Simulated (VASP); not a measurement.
Input of a VASP 6.6.1 run:

File run.py:

```python
from ase import Atoms
from ase.calculators.vasp import Vasp
from ase.dft.bandgap import bandgap

atoms = Atoms(
    ['Hg', 'Te'],
    cell=[[0.0, 3.18, 3.18], [3.18, 0.0, 3.18], [3.18, 3.18, 0.0]],
    scaled_positions=[[0.0, 0.0, 0.0], [0.5, 0.5, 0.5]],
    pbc=True,
)
calc = Vasp(
    directory='calc',
    xc='lda',
    pp='LDA',
    setups='materialsproject',
    prec='Accurate',
    encut=520,
    ediff=1e-06,
    ismear=0,
    sigma=0.1,
    lreal=False,
    lasph=True,
    nelm=60,
    algo='Normal',
    isif=2,
    lwave=False,
    lcharg=True,
    lelf=True,
    lvhar=True,
    kpts=[7, 7, 7],
    gamma=True,
)
atoms.calc = calc

print('energy (eV):', atoms.get_potential_energy())
print('free energy (eV):', atoms.get_potential_energy(force_consistent=True))
print('forces (eV/A):')
print(atoms.get_forces())
print('stress (eV/A^3, Voigt):', atoms.get_stress())
print('Fermi level (eV):', calc.get_fermi_level())
gap, top, bottom = bandgap(calc)
print('band gap (eV):', gap, 'from (spin, k, band)', top, 'to', bottom)
```

Potentials or basis: VASP PAW LDA potentials, release 64 (Hg, Te).

Run with:

```console
$ python run.py
```

Task: What does it give for the pressure?

Result: -7.7 GPa.

Task: What does it give for the band gap on the k mesh?

Result: None (metal or under the smearing width).

The run has no spin-orbit coupling, so splittings on Hg, Te are missing.
